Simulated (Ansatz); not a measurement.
# PbS (Cmcm) in Ansatz: notebook

The runs below take PbS through single point, equation of state, with PBEsol.

All numbers are computed with Ansatz 0.2.0; they aren't measurements. Logs are shortened: lines on timing, memory, paths and dates and some standing lists are left out, and cuts for length are marked.

## (1) The crystal as given

Symmetry: Cmcm, No. 63, orthorhombic system. The conventional cell has a = 4.160 Å, b = 11.983 Å, c = 4.279 Å, α = 90.00°, β = 90.00°, γ = 90.00°. Pb (site symmetry m2m) has 5 S at 2.69 to 2.99 Å as nearest neighbours. S (site symmetry m2m) has 5 Pb at 2.69 to 2.99 Å as nearest neighbours.

Measurements of this composition are mostly on another form, of space group No. 225.

## (2) Single point, PBEsol, 25.06 Å³/atom (volume scaled by 0.94)

input.yaml reads:

```yaml
crystal:
  lattice:
    - [2.0374927668, -5.8689911821, 0.0]
    - [2.0374927668, 5.8689911821, 0.0]
    - [0.0, 0.0, 4.1919633476]
  atoms:
    - { symbol: Pb, position: [0.13056335, 0.86943665, 0.25] }
    - { symbol: Pb, position: [0.86943665, 0.13056335, 0.75] }
    - { symbol: S, position: [0.35479709, 0.64520291, 0.25] }
    - { symbol: S, position: [0.64520291, 0.35479709, 0.75] }
kpoints:
  mp_grid: { grid: [7, 7, 6] }
scf:
  occupations: { method: fermi_dirac, width: 0.05 }
hamiltonian:
  xc: pbesol
  pseudopotentials: { kind: all_electron, lapw: { basis_error: 0.002 } }
output:
  forces: true
  stress: true
  eigenvalues: true
```

Potentials or basis: all-electron LAPW, scalar-relativistic.

Launch:

```sh
ansatz run input.yaml --threads 2 --pin off --max-ram 6144MiB --backend cpu --events-out ev --progress --plain --runs-dir out
```

Standard output:

```text
Warning: RAYON_NUM_THREADS=2 ignored (pool sized by the plan → 2); use --threads N
LAPW: plane waves up to 7.444 Å⁻¹, error target 2.0e-3 eV per atom; small_component_spin mean_spin; S in spheres of 1.134 Å, 14 of its electrons in bands, Dirac shells []; Pb in spheres of 1.498 Å, 36 of its electrons in bands, Dirac shells [] (how accurate: hamiltonian.pseudopotentials.lapw.basis_error, Limitations)
Engine: ansatz 0.2.0, aarch64-unknown-linux-gnu
Pseudopotentials: kind: all_electron
Pseudopotential: Pb, LAPW, valence charge 36, lapw/all_electron/scalar/gaussian/Pb, Koelling and Harmon's equation, gaussian nucleus
Pseudopotential: S, LAPW, valence charge 14, lapw/all_electron/scalar/gaussian/S, Koelling and Harmon's equation, gaussian nucleus
Functional definition: PBEsol
  exchange = pbesol_x
  correlation = pbesol_c
Crystal: 4 atoms, lattice volume = 100.255 Å³
Basis set: ecut = 211.14090445182842 eV, 673 PW (Γ), FFT grids on a1+a2, a2, a3, exchange–correlation at level 2
Bands: 60, of which v1, the nominal top of the filled ones, is band 50 counted from 1 (49 counted from 0)
Symmetry: 8 space group operations
Space group: Cmcm (ITA 63), of the structure as read, at distance tolerance 4.6e-5 Å
k-points: 64 of 294
Non-local potential: Pb, projectors of the file, none
Non-local potential: S, projectors of the file, none
Initial density: superposition of atomic densities (chi_scale 0.1, normalization cell, long waves kept (reshape's long-wave potential 0.01 eV rms))
Initial wavefunctions: plane waves of lowest kinetic energy (no species holds an atomic orbital)
Functional: x = pbesol(κ = 0.804, μ = 0.12345679012345678), c = pbesol(β = 0.046)
iter 1 solved again at ethr=2.58e-3 eV; its pass at ethr=1.00e-1 eV (dr2=2.58e0 eV) is discarded
SCF iter   1: F=—  HF=-1157524.205467 eV  |F-HF|=—  |Δ(HF+E_count)|=         —  Δρ=3.36e-2  dr2=2.58e0  ethr=2.58e-3  ⟨swp⟩=2.0  Hψ=23833  notcnv=0
preconditioner: auto → Resta (q_TF=auto, 2.727 Å⁻¹)  ε∞=3.1  [insulator: Δε(μ)=1.647 eV  Ē_g=16.261 eV  σ=0.050 eV  W_gap=1.00  n_scr=38 (ndim 8)  ℏωp=23.5 eV  f_vac=0.045  D(μ)=0.00/eV (n_scr^D=0)  ε∞_Penn≈3.1]
iter 2 solved again at ethr=2.35e-4 eV; its pass at ethr=2.58e-3 eV (dr2=2.35e-1 eV) is discarded
SCF iter   2: F=—  HF=-1157523.414008 eV  |F-HF|=—  |Δ(HF+E_count)|=   7.91e-1  Δρ=1.13e-2  dr2=2.35e-1  ethr=2.35e-4  ⟨swp⟩=2.0  Hψ=19808  notcnv=0
SCF iter   3: F=—  HF=-1157523.376539 eV  |F-HF|=—  |Δ(HF+E_count)|=         —  Δρ=5.81e-3  dr2=5.78e-2  ethr=2.35e-4  ⟨swp⟩=2.0  Hψ=10597  notcnv=0
the basis was enlarged: its passes take 142.0 KiB over the memory plan, 2 of 2 planned eigensolver slots
SCF iter   4: F=—  HF=-1157523.375873 eV  |F-HF|=—  |Δ(HF+E_count)|=   6.66e-4  Δρ=1.06e-3  dr2=1.35e-3  ethr=5.78e-5  ⟨swp⟩=2.0  Hψ=11649  notcnv=0
SCF iter   5: F=—  HF=-1157523.372935 eV  |F-HF|=—  |Δ(HF+E_count)|=   2.94e-3  Δρ=4.15e-4  dr2=1.55e-4  ethr=1.35e-6  ⟨swp⟩=2.0  Hψ=11016  notcnv=0
SCF iter   6: F=—  HF=-1157523.373017 eV  |F-HF|=—  |Δ(HF+E_count)|=   8.18e-5  Δρ=1.17e-4  dr2=1.28e-5  ethr=1.55e-7  ⟨swp⟩=3.0  Hψ=11243  notcnv=0
SCF iter   7: F=—  HF=-1157523.373029 eV  |F-HF|=—  |Δ(HF+E_count)|=   1.23e-5  Δρ=4.34e-5  dr2=3.40e-6  ethr=1.28e-8  ⟨swp⟩=3.0  Hψ=11386  notcnv=0
SCF iter   8: F=—  HF=-1157523.373029 eV  |F-HF|=—  |Δ(HF+E_count)|=   2.24e-8  Δρ=1.06e-5  dr2=1.27e-7  ethr=3.40e-9  ⟨swp⟩=3.0  Hψ=11227  notcnv=0
SCF iter   9: F=-1157523.373029 eV  HF=-1157523.373029 eV  |F-HF|=6.05e-9  |Δ(HF+E_count)|=   1.02e-7  Δρ=2.77e-6  dr2=7.51e-9  ethr=1.27e-10  ⟨swp⟩=3.0  Hψ=11512  notcnv=0
SCF 1 converged in 9 iterations: F = -1157523.373029 eV  dr2 = 7.51e-9
SCF converged after 9 iterations
Free energy (F): -1157523.373029 eV
Harris-Foulkes:  -1157523.373029 eV  (|F-HF|=6.05e-9)
Internal energy: -1157523.373028 eV  (E = F + TS)
E sigma→0 (E₀):  -1157523.373029 eV
Entropy (-TS):   -0.000001 eV (-0.000 meV/atom)
Fermi energy:    11.961784 eV
--- Per-component energies (eV) ---
  E_band       = -7002.139728
  E_kinetic    = 1331250.545137
  E_xc         = -22216.386826
  E_electrostatic = -2466557.531339  (all electrons and nuclei)
  E_smearing   = -0.000001  (= −TS)
  E_closure    = 0.000000  (closes the sum)
  E_atoms      = -1157504.684266  (free atoms, spherical and without spin; not in F)
  Σ components = -1157523.373029   (vs F -1157523.373029, Δ=0.00e0)
  Basis errors (estimates in eV, not in F): energy 9.0e-4 per atom: plane waves 8.1e-4 (4.6e-4 summed), levels above the bands 2.3e-74, relativity 8.7e-8, radial functions 8.6e-5, core shells 1.8e-7; eigenvalues (radial functions only) 1.7e-5; not estimated: angular momenta, meshes, grids; target (lapw.basis_error) 2.0e-3; muffin-tin radii S 1.134 Å, Pb 1.498 Å
--- Forces (eV/Å), atoms counted from 1 ---
  atom   1  Pb     0.00000000     0.37039897     0.00000000
  atom   2  Pb     0.00000000    -0.37039897     0.00000000
  atom   3  S      0.00000000    -0.26887382     0.00000000
  atom   4  S      0.00000000     0.26887382     0.00000000
  max |Σ_I F_I| component: 0.00e0 eV/Å
--- Stress (GPa, compression-positive) ---
        1.625523       0.000000       0.000000
        0.000000       1.989777       0.000000
        0.000000       0.000000       1.424477
  P = ⅓ Tr σ = 1.6799 GPa (16.799 kbar)
--- Band table (eV; the first three rows and the last of 64) ---
  k-point 0: bands = ["-192.9252", "-192.9252", "-137.9825", "-137.9825", "-137.9815", "-137.9815", "-137.9779", "-137.9779", "-127.4776", "-127.4776", "-116.5300", "-116.5300", "-116.5299", "-116.5299", "-116.5210", "-116.5210", "-116.5178", "-116.5178", "-116.5104", "-116.5104", "-116.5095", "-116.5095", "-116.5064", "-116.5064", "-69.2804", "-69.2804", "-69.2773", "-69.2770", "-69.2551", "-69.2546", "-5.0136", "-4.8600", "-4.8462", "-4.8405", "-4.8036", "-4.7948", "-4.7835", "-4.7770", "-4.7563", "-4.7023", "-2.0395", "0.0716", "4.5485", "5.6962", "6.7799", "8.1395", "8.7485", "9.5380", "9.7352", "10.8631", "15.8620", "16.1920", "16.4017", "17.2219", "17.4197", "17.4515", "17.7346", "18.2926", "18.6597", "20.8149"]
  k-point 1: bands = ["-192.9252", "-192.9252", "-137.9825", "-137.9825", "-137.9815", "-137.9815", "-137.9779", "-137.9779", "-127.4776", "-127.4776", "-116.5300", "-116.5300", "-116.5299", "-116.5299", "-116.5210", "-116.5210", "-116.5178", "-116.5178", "-116.5104", "-116.5104", "-116.5095", "-116.5095", "-116.5064", "-116.5064", "-69.2804", "-69.2804", "-69.2773", "-69.2771", "-69.2551", "-69.2546", "-4.9906", "-4.8622", "-4.8487", "-4.8244", "-4.8087", "-4.8055", "-4.7955", "-4.7619", "-4.7504", "-4.7163", "-1.8646", "0.0606", "4.0503", "5.2378", "6.9438", "8.6373", "8.9699", "9.7255", "10.1696", "10.6864", "15.4463", "15.6171", "15.8168", "16.4288", "16.6660", "16.7534", "17.5204", "19.1360", "19.6809", "21.0010"]
  k-point 2: bands = ["-192.9252", "-192.9252", "-137.9825", "-137.9825", "-137.9815", "-137.9815", "-137.9779", "-137.9779", "-127.4776", "-127.4776", "-116.5300", "-116.5300", "-116.5299", "-116.5299", "-116.5210", "-116.5210", "-116.5178", "-116.5178", "-116.5104", "-116.5104", "-116.5095", "-116.5095", "-116.5064", "-116.5064", "-69.2804", "-69.2804", "-69.2773", "-69.2771", "-69.2550", "-69.2547", "-4.9402", "-4.8724", "-4.8358", "-4.8308", "-4.8297", "-4.7980", "-4.7857", "-4.7507", "-4.7486", "-4.7447", "-1.3692", "-0.1241", "3.4309", "4.3005", "7.5141", "9.0560", "9.5526", "10.1261", "10.6223", "11.0151", "13.9356", "14.1318", "14.4018", "15.1504", "16.4830", "16.6680", "18.8789", "20.2727", "20.8695", "21.5570"]
  k-point 63: bands = ["-192.9252", "-192.9252", "-137.9825", "-137.9825", "-137.9815", "-137.9815", "-137.9779", "-137.9779", "-127.4776", "-127.4776", "-116.5300", "-116.5300", "-116.5299", "-116.5299", "-116.5210", "-116.5210", "-116.5178", "-116.5178", "-116.5104", "-116.5104", "-116.5095", "-116.5095", "-116.5064", "-116.5064", "-69.2804", "-69.2804", "-69.2772", "-69.2772", "-69.2549", "-69.2549", "-4.9097", "-4.9097", "-4.8249", "-4.8249", "-4.7982", "-4.7982", "-4.7601", "-4.7601", "-4.7601", "-4.7601", "-0.6142", "-0.6142", "3.0738", "3.0738", "9.9187", "9.9187", "10.0361", "10.0361", "10.9246", "10.9246", "13.2571", "13.2571", "14.5729", "14.5729", "14.8593", "14.8593", "19.9721", "19.9721", "20.4893", "20.4893"]
```

Run time: 32 s. Hardware: 2 threads of Arm Neoverse V1, shared host; peak memory 0.61 GiB.

Results:

```yaml
Free_energy: -1157523.3730 eV
Pressure: 1.7 GPa
Largest_force: 0.370 eV/Å
Band_gap_on_the_k_mesh: 1.02 eV, indirect (least direct gap 1.30 eV)
```

Caveat: spin-orbit coupling is left out, which as a rule narrows the gap of such compounds by several tenths of an eV; an odd mesh through Γ misses points on the zone boundary, where band edges often lie.

## (3) Single point, PBEsol, 25.60 Å³/atom (volume scaled by 0.96)

input.yaml, as its differences from that of step 2:

```diff
@@ -2,5 +2,5 @@
   lattice:
-    - [2.0374927668, -5.8689911821, 0.0]
-    - [2.0374927668, 5.8689911821, 0.0]
-    - [0.0, 0.0, 4.1919633476]
+    - [2.0518417802, -5.9103234677, 0.0]
+    - [2.0518417802, 5.9103234677, 0.0]
+    - [0.0, 0.0, 4.2214851889]
   atoms:
```

Potentials or basis: all-electron LAPW, scalar-relativistic.

Launch:

```sh
ansatz run input.yaml --threads 2 --pin off --max-ram 6144MiB --backend cpu --events-out ev --progress --plain --runs-dir out
```

It took 32 s on 2 threads of Arm Neoverse V1, shared host; peak memory 0.61 GiB.

Results (log left out):

```
Free energy            : -1157523.3865 eV
Pressure               : 0.4 GPa
Largest force          : 0.226 eV/Å
Band gap on the k mesh : 1.07 eV, indirect (least direct gap 1.33 eV)
```

Caveat: spin-orbit coupling is left out, which as a rule narrows the gap of such compounds by several tenths of an eV; an odd mesh through Γ misses points on the zone boundary, where band edges often lie.

## (4) Single point, PBEsol, 26.13 Å³/atom (volume scaled by 0.98)

input.yaml, as its differences from that of step 3:

```diff
@@ -2,5 +2,5 @@
   lattice:
-    - [2.0518417802, -5.9103234677, 0.0]
-    - [2.0518417802, 5.9103234677, 0.0]
-    - [0.0, 0.0, 4.2214851889]
+    - [2.0659928603, -5.9510856073, 0.0]
+    - [2.0659928603, 5.9510856073, 0.0]
+    - [0.0, 0.0, 4.2505997999]
   atoms:
```

Launch:

```sh
ansatz run input.yaml --threads 2 --pin off --max-ram 6144MiB --backend cpu --events-out ev --progress --plain --runs-dir out
```

Wall time 32 s (2 threads of Arm Neoverse V1, shared host); peak memory 0.6 GiB.

Results (log left out):

```yaml
Free_energy: -1157523.3833 eV
Pressure: -0.8 GPa
Largest_force: 0.092 eV/Å
Band_gap_on_the_k_mesh: 1.12 eV, indirect (least direct gap 1.35 eV)
```

Caveat: spin-orbit coupling is left out, which as a rule narrows the gap of such compounds by several tenths of an eV; an odd mesh through Γ misses points on the zone boundary, where band edges often lie.

## (5) Single point, PBEsol, 26.66 Å³/atom

input.yaml, as its differences from that of step 4:

```diff
@@ -2,5 +2,5 @@
   lattice:
-    - [2.0659928603, -5.9510856073, 0.0]
-    - [2.0659928603, 5.9510856073, 0.0]
-    - [0.0, 0.0, 4.2505997999]
+    - [2.079952695, -5.991296865, 0.0]
+    - [2.079952695, 5.991296865, 0.0]
+    - [0.0, 0.0, 4.27932094]
   atoms:
```

Launch:

```sh
ansatz run input.yaml --threads 2 --pin off --max-ram 6144MiB --backend cpu --events-out ev --progress --plain --runs-dir out
```

It took 32 s on 2 threads of Arm Neoverse V1, shared host; peak memory 0.6 GiB.

Results (log left out):

```
Free energy            : -1157523.3654 eV
Pressure               : -1.9 GPa
Largest force          : 0.034 eV/Å
Band gap on the k mesh : 1.16 eV, indirect (least direct gap 1.34 eV)
```

Caveat: spin-orbit coupling is left out, which as a rule narrows the gap of such compounds by several tenths of an eV; an odd mesh through Γ misses points on the zone boundary, where band edges often lie.

## (6) Single point, PBEsol, 27.20 Å³/atom (volume scaled by 1.02)

input.yaml, as its differences from that of step 5:

```diff
@@ -2,5 +2,5 @@
   lattice:
-    - [2.079952695, -5.991296865, 0.0]
-    - [2.079952695, 5.991296865, 0.0]
-    - [0.0, 0.0, 4.27932094]
+    - [2.0937276176, -6.030975484, 0.0]
+    - [2.0937276176, 6.030975484, 0.0]
+    - [0.0, 0.0, 4.3076616397]
   atoms:
```

Potentials or basis: all-electron LAPW, scalar-relativistic.

Launch:

```sh
ansatz run input.yaml --threads 2 --pin off --max-ram 6144MiB --backend cpu --events-out ev --progress --plain --runs-dir out
```

Run time: 33 s. Hardware: 2 threads of Arm Neoverse V1, shared host; peak memory 0.6 GiB.

The run converged. Its results:

```
Free energy            : -1157523.3343 eV
Pressure               : -2.8 GPa
Largest force          : 0.151 eV/Å
Band gap on the k mesh : 1.20 eV, indirect (least direct gap 1.33 eV)
```

Caveat: spin-orbit coupling is left out, which as a rule narrows the gap of such compounds by several tenths of an eV; an odd mesh through Γ misses points on the zone boundary, where band edges often lie.

## (7) Single point, PBEsol, 27.73 Å³/atom (volume scaled by 1.04)

input.yaml, as its differences from that of step 6:

```diff
@@ -2,5 +2,5 @@
   lattice:
-    - [2.0937276176, -6.030975484, 0.0]
-    - [2.0937276176, 6.030975484, 0.0]
-    - [0.0, 0.0, 4.3076616397]
+    - [2.1073236324, -6.0701387599, 0.0]
+    - [2.1073236324, 6.0701387599, 0.0]
+    - [0.0, 0.0, 4.3356342523]
   atoms:
```

Launch:

```sh
ansatz run input.yaml --threads 2 --pin off --max-ram 6144MiB --backend cpu --events-out ev --progress --plain --runs-dir out
```

Run time: 31 s. Hardware: 2 threads of Arm Neoverse V1, shared host; peak memory 0.6 GiB.

The run converged. Its results:

- Free energy: -1157523.2913 eV
- Pressure: -3.6 GPa
- Largest force: 0.260 eV/Å
- Band gap on the k mesh: 1.24 eV, indirect (least direct gap 1.33 eV)

Caveat: spin-orbit coupling is left out, which as a rule narrows the gap of such compounds by several tenths of an eV; an odd mesh through Γ misses points on the zone boundary, where band edges often lie.

## (8) Single point, PBEsol, 28.26 Å³/atom (volume scaled by 1.06)

input.yaml, as its differences from that of step 7:

```diff
@@ -2,5 +2,5 @@
   lattice:
-    - [2.1073236324, -6.0701387599, 0.0]
-    - [2.1073236324, 6.0701387599, 0.0]
-    - [0.0, 0.0, 4.3356342523]
+    - [2.1207464379, -6.1088031065, 0.0]
+    - [2.1207464379, 6.1088031065, 0.0]
+    - [0.0, 0.0, 4.3632505017]
   atoms:
```

Launch:

```sh
ansatz run input.yaml --threads 2 --pin off --max-ram 6144MiB --backend cpu --events-out ev --progress --plain --runs-dir out
```

Run time: 31 s. Hardware: 2 threads of Arm Neoverse V1, shared host; peak memory 0.6 GiB.

Results (log left out):

| Item | Value |
| --- | --- |
| Free energy | -1157523.2377 eV |
| Pressure | -4.4 GPa |
| Largest force | 0.362 eV/Å |
| Band gap on the k mesh | 1.25 eV, indirect (least direct gap 1.32 eV) |

Caveat: spin-orbit coupling is left out, which as a rule narrows the gap of such compounds by several tenths of an eV; an odd mesh through Γ misses points on the zone boundary, where band edges often lie.

## (9) Equation of state, PBEsol

Potentials or basis: all-electron LAPW, scalar-relativistic.

This step only gathers the single runs of the series.

Results:

```
Equilibrium volume                        : 25.76 Å³/atom
Bulk modulus at fixed shape and positions : 58 GPa
Pressure derivative of the bulk modulus   : 4.4
```

Energy against volume, from the lowest point:
| volume (Å³/atom) | energy (meV/atom) |
| --- | --- |
| 25.064 | 3.36 |
| 25.597 | 0.00 |
| 26.130 | 0.78 |
| 26.664 | 5.26 |
| 27.197 | 13.04 |
| 27.730 | 23.79 |
| 28.263 | 37.18 |

Caveat: the cell was scaled at fixed shape and fractional positions, which overstates the stiffness of a crystal with free parameters, most of all of layers and chains.
